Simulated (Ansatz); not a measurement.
HgSe, 2 atoms in the cell. The structure is cubic, space group F-43m (No. 216). Conventional cell: a = 6.078 Å, b = 6.078 Å, c = 6.078 Å, α = 90.00°, β = 90.00°, γ = 90.00°. Hg (site symmetry -43m) is surrounded by 4 Se at 2.63 Å. Around Se (site symmetry -43m) lie 4 Hg at 2.63 Å. 

```yaml
Program: Ansatz 0.2.0
Task: relaxation of cell and atoms
Functional: PBE-LDA
Potentials_or_basis: all-electron LAPW, relativistic spinors
Basis_error_allowed: 0.0005 eV/atom
k_mesh: 6 × 6 × 6
Occupations: fermi-dirac, width 0.1 eV
Spin: spin-orbit coupling, no magnetisation
```

Potentials or basis: all-electron LAPW, relativistic spinors.

The run is started by

```console
$ ansatz run input.yaml --threads 1 --pin off --max-ram 2560MiB --backend cpu --events-out ev --progress --plain --runs-dir out
```

Hardware: 1 thread of Arm Neoverse V2 (shared host).

Estimate the wall time of this run.

It took 4.3 min on 1 thread of Arm Neoverse V2 (shared host), peak memory 0.54 GiB. Counts: scf iterations 24, plane waves 725, k points 16, bands 82, ion steps 5.
